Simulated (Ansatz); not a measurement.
# Al3Ni2 (P-3m1), axial (c/a) deformation path

Level of theory: DFT PBEsol, scalar-relativistic, plane waves, PAW in Ansatz. Settings: plane waves to 420 eV, k-mesh 18×18×12 (Γ-centred), Gaussian smearing 0.15 eV. No spin polarisation. A magnetic state may lie lower. Energies are free energies at this smearing, counted from the undisturbed cell; pressure is positive in compression.

The starting cell (relaxed at this level):

```
Al Ni
1.0
     4.00314    0.00000    0.00000
    -2.00157    3.46682    0.00000
     0.00000    0.00000    4.85946
Al Ni
3 2
Direct
  0.00000 0.00000 0.00000
  0.33333 0.66667 0.64778
  0.66667 0.33333 0.35222
  0.33333 0.66667 0.14557
  0.66667 0.33333 0.85443
```

At fixed volume and fractional coordinates, lengths along (0.000, 0.000, 1.000) are scaled against those across it; ρ is that ratio over its starting value. The cell is metallic on the mesh throughout.

```csv
ρ,ΔE (meV/atom),pressure (GPa)
0.850,?,?
0.920,50.6,1.6
1.000,0.0,0.0
1.100,50.9,0.6
1.200,166.7,2.7
```

**Question.** Give the withheld values.

**Answer.** ΔE (meV/atom) at ρ = 0.850: 208.7; pressure (GPa) at ρ = 0.850: 5.4.

Cost: 5 runs of about 3.4 core-minutes in all, on Arm Neoverse V2 (shared hosts).